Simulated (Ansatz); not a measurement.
# Sensitivity of the G0W0 gap of BaS (Fm-3m)

Aim: change settings of a G0W0 run on BaS (Fm-3m) and see what moves.

Calculated with Ansatz 0.2.0; G0W0 on PBE, plane waves, PAW; PAW set soft_1.

**1. The structure**

Symmetry: Fm-3m, No. 225, cubic system. The conventional cell has a = 6.388 Å, b = 6.388 Å, c = 6.388 Å, α = 90.00°, β = 90.00°, γ = 90.00°. Nearest to Ba lie 6 S at 3.19 Å. Nearest to S lie 6 Ba at 3.19 Å. Farther neighbours and most contacts between anions are not listed.

The cell and positions come from the Crystallography Open Database and are kept as given unless a step says otherwise. Spin-orbit coupling is left out unless a step names it.

**2. The base run: 4×4×4 mesh, 194 empty bands, screening to 120 eV, plasmon pole, PAW set soft_1 files**

Now the one-shot GW correction: screening in the RPA, then the self-energy of the levels asked for. This step takes PAW set soft_1 files.

input.yaml reads:

```yaml
crystal:
  lattice:
    - [0.0, 3.19375, 3.19375]
    - [3.19375, 0.0, 3.19375]
    - [3.19375, 3.19375, 0.0]
  atoms:
    - { symbol: Ba, position: [0.0, 0.0, 0.0] }
    - { symbol: S, position: [0.5, 0.5, 0.5] }
kpoints:
  mp_grid: { grid: [4, 4, 4] }
hamiltonian:
  xc: pbe
  pseudopotentials: { kind: paw, azcp: { folder: soft_1 } }
scf:
  occupations: { method: fixed }
gw:
  n_empty_bands: 194
  ecut_chi: 120
  qp_bands: [v2, c2]
  qp_kpoints: band_edges
  screening: { model: godby_needs }
```

Run with:

```console
ansatz run input.yaml --threads 24 --pin off --max-ram 82944MiB --backend cuda --events-out ev --progress --plain --runs-dir out --devices 1 --max-vram 78GiB
```

Numbers of over 12 decimals in the logs are rounded to 6 here.

The log of the run:

```text
GPUs: using 1 of 1 available (devices: 1).
Engine: ansatz 0.2.0, aarch64-unknown-linux-gnu
Pseudopotentials: kind: paw
Pseudopotential: Ba, paw, valence charge 10, recommended cutoff 420 eV (normal), soft_1/Ba.paw.azcp
Pseudopotential: S, paw, valence charge 6, recommended cutoff 420 eV (normal), soft_1/S.paw.azcp
Functional definition: PBE
  parameter kappa = 0.804
  parameter beta = 0.066725
  exchange = pbe_x(kappa = kappa, mu = beta*pi^2/3)
  correlation = pbe_c(beta = beta)
device memory: the entry about to start is reckoned to put 2.0 GiB on a device that reports 175.9 GiB free (of which the cap on the GPU budget leaves the run 78.0 GiB)
GPU FFT provider: cuFFT
GPU libraries: cuBLAS 13.8.1, cuFFT 12.4.0, cuSOLVER 12.3.2
GPU matrix products: emulated (plane waves: as basis.precision tells), large ones in fixed point in workspaces of 1.00 GiB
Crystal: 2 atoms, lattice volume = 65.153 Å³
Basis set: ecut = 420 eV, 1243 PW (Γ)
Bands: 12, of which v1, the nominal top of the filled ones, is band 8 counted from 1 (7 counted from 0)
Symmetry: 48 space group operations
Space group: Fm-3m (ITA 225), of the structure as read, at distance tolerance 4.0e-5 Å
k-points: 8 of 64
Non-local potential: Ba, projectors of the file, l = 0: 3, l = 1: 2, l = 2: 2, l = 3: 2
Non-local potential: S, projectors of the file, l = 0: 2, l = 1: 2, l = 2: 1
PAW form: soft (Blöchl's): semilocal exchange-correlation on the pseudo side does not see the compensation charge
PAW one-centre angular grid: Ba, 194 points (default); XC on 64 Gauss nodes
PAW one-centre angular grid: S, 110 points (default); XC on 64 Gauss nodes
Initial density: superposition of atomic densities (chi_scale 0.1, normalization cell, long waves kept (reshape's long-wave potential 0.00 eV rms))
Initial wavefunctions: pseudopotential atomic-orbital guess
GPU buffer pool allocated for 32768 grid points (all kernels)
GPU transforms: local potential and band sums: pruned to the plane-wave sphere, on 30×32×32
Functional: x = pbe(κ = 0.804, μ = 0.219515), c = pbe(β = 0.066725)
SCF iter   1: F=—  HF=-6856.108006 eV  |F-HF|=—  |Δ(HF+E_count)|=         —  Δρ=2.16e-2  dr2=4.94e-1  ethr=3.10e-3  ⟨swp⟩=5.5  Hψ=562  notcnv=0  defer=10
preconditioner: auto → none  [insulator: Δε(μ)=1.834 eV  Ē_g=11.949 eV  n_scr=14 (ndim 8)  ℏωp=17.2 eV  f_vac=0.000  ε∞_Penn≈3.1]
SCF iter   2: F=—  HF=-6856.002730 eV  |F-HF|=—  |Δ(HF+E_count)|=   1.05e-1  Δρ=8.94e-3  dr2=9.05e-2  ethr=3.08e-3  ⟨swp⟩=3.9  Hψ=253  notcnv=0  defer=13
SCF iter   3: F=—  HF=-6856.012124 eV  |F-HF|=—  |Δ(HF+E_count)|=   9.39e-3  Δρ=4.85e-3  dr2=1.70e-2  ethr=5.66e-4  ⟨swp⟩=2.0  Hψ=140  notcnv=0  defer=12
SCF iter   4: F=—  HF=-6856.016046 eV  |F-HF|=—  |Δ(HF+E_count)|=   3.92e-3  Δρ=9.22e-4  dr2=9.00e-4  ethr=1.06e-4  ⟨swp⟩=2.4  Hψ=143  notcnv=0  defer=12
[...]
E sigma→0 (E₀):  -6856.016641 eV
Fermi energy:    5.808615 eV
--- Per-component energies (eV) ---
  E_band       = -50.682005
  E_kinetic    = 265.806732
  E_local      = -433.921119  (includes V_loc(G=0)·N_el)
  E_nonlocal   = 127.501678
  E_hartree    = 126.813224
  E_xc         = -288.117870
  E_vxc        = -212.088604  (∫ρ·V_xc dr)
  E_paw        = -5803.861720  (= ΣΔE_a)
  E_vpaw       = -51.606486  (= ΣTr[D̂ρ^β])
  E_aug_tail   = -0.000002  (compensation charges beyond the density's cutoff)
  E_ewald      = -850.237565
  E_smearing   = -0.000000  (= −TS)
  E_closure    = -0.000000  (closes the sum)
  Σ components = -6856.016641   (vs F -6856.016641, Δ=0.00e0)
--- Band table (eV; the first three rows and the last of 8) ---
  k-point 0: bands = [... 4 lower, -4.4796, 5.8086, 5.8086, 5.8086, 9.4954, 9.7703, 9.7703, 9.7703]
  k-point 1: bands = [... 4 lower, -3.6884, 4.7127, 5.2296, 5.2296, 9.9301, 10.6110, 10.6110, 11.2753]
  k-point 2: bands = [... 4 lower, -3.2288, 3.9527, 4.7957, 4.7957, 11.3587, 11.4422, 12.2154, 12.2154]
  k-point 7: bands = [... 4 lower, -3.8362, 4.7503, 5.3850, 5.3850, 10.1022, 10.1022, 12.1710, 12.7256]
--- G₀W₀: ω_p = 18.4014 eV, 64 q-points, 194 empty bands' worth ---
  eigenvalues of the whole cell's RPA ε∞ on this k-mesh (on a slab, of 1 + 4πα/V) = 4.6459, 4.6459, 4.6459; static W/v taken at q = 0 is 0.215243
  GN-PPA: 826938/2399205 pairs with Re ω̃² < 0 across q-mesh
  gw.qp_kpoints: band_edges: 6 of 8 stored k-points solved, in 1 pass; an edge of the gap read off the rows below is read off those points alone
    valence top: of the k-points left out ik 1 came nearest to being solved in a further pass, in band 8 (counted from 1, as in the quasiparticle table): it holds the edge there only if its correction is more favourable than any solved in that band by at least 0.579 eV; those differ by 0.083 eV
    conduction bottom: of the k-points left out ik 4 came nearest to being solved in a further pass, in band 9 (counted from 1, as in the quasiparticle table): it holds the edge there only if its correction is more favourable than any solved in that band by at least 1.231 eV; those differ by 0.275 eV
    ik  band        ε_KS         Σx   Σc(E_QP)       V_xc       Z   E_QP_lin       E_QP  E_QP is
     0     7      5.8086   -17.6004     2.1729   -14.5689  0.7619     4.9333     4.9501  root
     0     8      5.8086   -17.6004     2.1729   -14.5689  0.7619     4.9333     4.9501  root
     0     9      9.4954    -5.5856    -3.7657    -9.6112  0.8203     9.7559     9.7554  root
     0    10      9.7703    -5.4150    -3.9926    -9.9499  0.8216    10.3214    10.3126  root
     2     7      4.7957   -16.7367     2.4435   -13.3514  0.7998     3.7749     3.8540  root
     2     8      4.7957   -16.7367     2.4435   -13.3514  0.7998     3.7749     3.8540  root
     2     9     11.3587    -4.9556    -4.0224    -9.4392  0.8106    11.8065    11.8199  root
     2    10     11.4422    -6.9739    -4.3272   -11.9418  0.8133    12.0928    12.0829  root
[...]
7     7      5.3850   -17.2865     2.2558   -14.0996  0.7566     4.4518     4.4539  root
     7     8      5.3850   -17.2865     2.2558   -14.0996  0.7566     4.4518     4.4539  root
     7     9     10.1022    -5.7881    -4.0031   -10.3166  0.8161    10.6288    10.6275  root
     7    10     10.1022    -5.7881    -4.0031   -10.3166  0.8161    10.6288    10.6275  root
[key lines of the parts left out:]
SCF converged after 7 iterations
Free energy (F): -6856.016641 eV
```

Run time: 2.5 s. Hardware: 1 × NVIDIA GB200 (shared by 2 runs) with 24 threads of Arm Neoverse V2, shared host; peak memory 1.2 GiB.

Numbers from this step:

* bands summed: 202
* plasmon-pole fit frequency: 18.40 eV
* RPA ε∞ on this mesh (eigenvalues): 4.646, 4.646, 4.646
* plane waves in the screening matrix: 181
* q-points in the mesh: 64
* G0W0 gap on the mesh: 3.368 eV
* k of the valence top: 0, 0, 0
* k of the conduction bottom: 0, -0.5, -0.5
* starting gap on the mesh: 2.202 eV
* Z at the valence top: 0.7619
* Z at the conduction bottom: 0.8209
* least direct G0W0 gap on the computed points: 3.498 eV

The gap on the mesh goes from 2.20 eV to 3.37 eV, a correction of +1.17 eV. Between the two edge states, bare exchange in place of the xc potential would open the gap by 6.91 eV, and correlation takes back 5.74 eV.

**3. Variant: plasmon pole at a typed frequency**

Changes to input.yaml since step 2:

```diff
@@ -16,4 +16,4 @@
 gw:
-  n_empty_bands: 194
-  ecut_chi: 120
+  n_empty_bands: 147
+  ecut_chi: 100
   qp_bands: [v2, c2]
@@ -21 +21,2 @@
   screening: { model: godby_needs }
+  plasmon_pole_fit_frequency: 15
```

The log of the run:

```text
GPUs: using 1 of 1 available (devices: 1).
[...]
GPU FFT provider: cuFFT
GPU libraries: cuBLAS 13.8.1, cuFFT 12.4.0, cuSOLVER 12.3.2
[...]
Crystal: 2 atoms, lattice volume = 65.153 Å³
Basis set: ecut = 420 eV, 1243 PW (Γ)
Bands: 12, of which v1, the nominal top of the filled ones, is band 8 counted from 1 (7 counted from 0)
[... 1 set-up line as in the run before ...]
[...]
k-points: 8 of 64
[...]
GPU buffer pool allocated for 32768 grid points (all kernels)
[...]
SCF iter   1: F=—  HF=-6856.108006 eV  |F-HF|=—  |Δ(HF+E_count)|=         —  Δρ=2.16e-2  dr2=4.94e-1  ethr=3.10e-3  ⟨swp⟩=5.5  Hψ=562  notcnv=0  defer=10
[...]
SCF iter   7: F=-6856.016641 eV  HF=-6856.016641 eV  |F-HF|=1.12e-9  |Δ(HF+E_count)|=   2.56e-7  Δρ=1.85e-6  dr2=2.37e-9  ethr=6.25e-10  ⟨swp⟩=6.6  Hψ=635  notcnv=0
SCF 1 converged in 7 iterations: F = -6856.016641 eV  dr2 = 2.37e-9
[...]
NSCF: frozen V_eff on 8 k-points
[...]
G₀W₀ screening: q 1/8
[... further progress lines ...]
[...]
SCF converged after 7 iterations
Free energy (F): -6856.016641 eV
[...]
Internal energy: -6856.016641 eV  (E = F + TS)
E sigma→0 (E₀):  -6856.016641 eV
Fermi energy:    5.808615 eV
[...]
--- Band table (eV; the first three rows and the last of 8) ---
  k-point 0: bands = [... 4 lower, -4.4796, 5.8086, 5.8086, 5.8086, 9.4954, 9.7703, 9.7703, 9.7703]
  k-point 1: bands = [... 4 lower, -3.6884, 4.7127, 5.2296, 5.2296, 9.9301, 10.6110, 10.6110, 11.2753]
  k-point 2: bands = [... 4 lower, -3.2288, 3.9527, 4.7957, 4.7957, 11.3587, 11.4422, 12.2154, 12.2154]
  k-point 7: bands = [... 4 lower, -3.8362, 4.7503, 5.3850, 5.3850, 10.1022, 10.1022, 12.1710, 12.7256]
--- G₀W₀: ω_p = 15.0000 eV, 64 q-points, 147 empty bands' worth ---
[...]
GN-PPA: 484250/1384459 pairs with Re ω̃² < 0 across q-mesh
  bands read: the sum over 155 bands ends inside a degenerate multiplet in 3 slots, whose members it reads at an even weight; the widest, k=0: bands 154 to 156 (counted from 1) at 2/3 each
[...]
`?` marks the rows in doubt; gw_qp.tsv's column doubts and the gw_qp event give each row's grounds
[...]
0     7      5.8086   -17.6004     2.2587   -14.5689  0.7772     5.0322     5.0358  root
     0     8      5.8086   -17.6004     2.2587   -14.5689  0.7772     5.0322     5.0358  root
     0     9      9.4954    -5.5856    -3.7101    -9.6112  0.8180     9.8115     9.8109  root
     0    10      9.7703    -5.4150    -3.9263    -9.9499  0.8101    10.3835    10.3789  root
     2     7      4.7957   -16.7367     2.3924   -13.3514  0.7819     3.8792     3.8028  root ?
     2     8      4.7957   -16.7367     2.3924   -13.3514  0.7819     3.8792     3.8028  root ?
     2     9     11.3587    -4.9556    -4.0155    -9.4392  0.9156    11.8928    11.8267  root
     2    10     11.4422    -6.9739    -4.2103   -11.9418  0.7815    12.1814    12.1998  root
     3     7      5.6681   -17.4671     2.2746   -14.3919  0.7770     4.8645     4.8675  root
     3     8      5.6681   -17.4671     2.2746   -14.3919  0.7770     4.8645     4.8675  root
[...]
5     7      4.8727   -16.8856     2.3941   -13.5161  0.7751     3.9778     3.8973  root ?
[...]
7     7      5.3850   -17.2865     2.3252   -14.0996  0.7789     4.5223     4.5233  root
     7     8      5.3850   -17.2865     2.3252   -14.0996  0.7789     4.5223     4.5233  root
     7     9     10.1022    -5.7881    -3.9434   -10.3166  0.8035    10.6933    10.6872  root
     7    10     10.1022    -5.7881    -3.9434   -10.3166  0.8035    10.6933    10.6872  root
```

It took 2.1 s on 1 × NVIDIA GB200 (shared by 2 runs) with 24 threads; peak memory 1.2 GiB; 6.2 s of CPU time.

The G0W0 gap on the mesh is 3.341 eV.

Against the base:

```csv
setting,base,variant
empty bands,194,147
screening cutoff (eV),120,100
plasmon pole fit frequency,-,15
```

```csv
quantity,variant,base
starting gap on the mesh,2.202,2.202
G0W0 gap on the mesh,3.341,3.368
least direct G0W0 gap on the computed points,3.475,3.498
Z at the valence top,0.777,0.762
Z at the conduction bottom,0.818,0.821
```

**4. Outcome**

| Quantity | Value |
| --- | --- |
| base | 3.37 eV, 2.5 s |
| plasmon pole at a typed frequency | 3.34 eV, 2.1 s |

In words: Plasmon pole at a typed frequency: the gap moves by −0.03 eV. The variant differs from the base in empty bands, screening cutoff and plasmon pole fit frequency together, so the change can't be laid to one of them. All runs here use a coarse mesh and modest cutoffs; they test settings and are not final values. The many-body steps are scalar-relativistic: spin-orbit coupling is not in them.

[Paths, hosts, dates, memory and timing lines, banners, echoed tables and standing remarks are left out of the program output.]

[Logs are printed without paths, hosts, clocks, repeated set-up lines and the standing remarks that a program may print on its own settings, such as how far it seeks lower states.]

[Runs of the session that timed out or met a known fault of the program may be left out.]

[Cells called generated may have been cut or substituted from an entry of the Crystallography Open Database or the Materials Project.]

[Hosts, paths, dates, database ids (printed as entryN), source tags and the programs' standing remarks are cut or masked in the printed files.]
